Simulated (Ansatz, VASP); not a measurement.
# Two plane-wave programs on MgO

INCAR

```
PREC = Accurate
ENCUT = 520
EDIFF = 1E-6
ISMEAR = 0
SIGMA = 0.05
LREAL = F
LASPH = T
NELM = 100
ALGO = Normal
ISIF = 2
LWAVE = F
LCHARG = T
GGA = PS
LELF = T
LVHAR = T
NBANDS = 16
```

Contents of KPOINTS:

```
Automatic mesh
0
Gamma
  9 9 6
```

File POSCAR:

```
MgO
1.0
    3.3034677759      0.0000000000      0.0000000000
   -1.6517338880      2.8608870145      0.0000000000
    0.0000000000      0.0000000000      5.0193881071
Mg O
2 2
Direct
    0.3396250883      0.6792501765      0.0036583441
    0.6603749117      0.3207498235      0.5036583441
    0.3274964611      0.6549929221      0.4009416559
    0.6725035389      0.3450070779      0.9009416559
```

Input for Ansatz:

```yaml
crystal:
  lattice:
    - [3.3034677759, 0.0, 0.0]
    - [-1.651733888, 2.8608870145, 0.0]
    - [0.0, 0.0, 5.0193881071]
  atoms:
    - { symbol: Mg, position: [0.3396250883, 0.6792501765, 0.0036583441] }
    - { symbol: Mg, position: [0.6603749117, 0.3207498235, 0.5036583441] }
    - { symbol: O, position: [0.3274964611, 0.6549929221, 0.4009416559] }
    - { symbol: O, position: [0.6725035389, 0.3450070779, 0.9009416559] }
basis:
  ecutwfc: 520.0
kpoints:
  mp_grid: { grid: [9, 9, 6] }
hamiltonian:
  xc: pbesol
  pseudopotentials: { kind: paw, azcp: { folder: soft_1 } }
scf:
  occupations: { method: gaussian, width: 0.05 }
output:
  forces: true
  stress: true
  eigenvalues: true
```

Change from the starting cell: mode 4 frozen in at -0.000 Å and mode 5 at +0.036 Å (largest displacements).

Alike in both runs: task single point; functional PBEsol; k mesh 9 × 9 × 6; occupations gaussian, width 0.05 eV; no spin polarisation.

```csv
,VASP,Ansatz
version,VASP 6.6.1,Ansatz 0.2.0
potentials or method,"VASP PAW PBE potentials, release 64 (Mg, O)","scalar-relativistic, plane waves, PAW"
plane-wave cutoff (eV),520,520
valence electrons in the cell,16,32
```

```tsv
	VASP	Ansatz	Ansatz less VASP
gap on the k mesh at the Fermi level (eV)	3.35	3.35	+0.005
least direct gap on the mesh (eV)	3.35	3.35	+0.005
pressure (GPa)	-0.3	0.0	+0.31
largest component of the traceless stress (GPa)	0.06	0.03	-0.027
rms of the force components (eV/Å)	0.058	0.057	-0.0007
```

Atom by atom the forces differ by 0.001 eV/Å (rms over components). The two sets of potentials don't hold the same shells in valence. Ansatz warned: «pseudo_functional_mismatch».

Caveats: the PAW data sets were made with another functional, which shifts forces and pressure a little (VASP); an odd mesh through Γ misses points on the zone boundary, where band edges often lie.
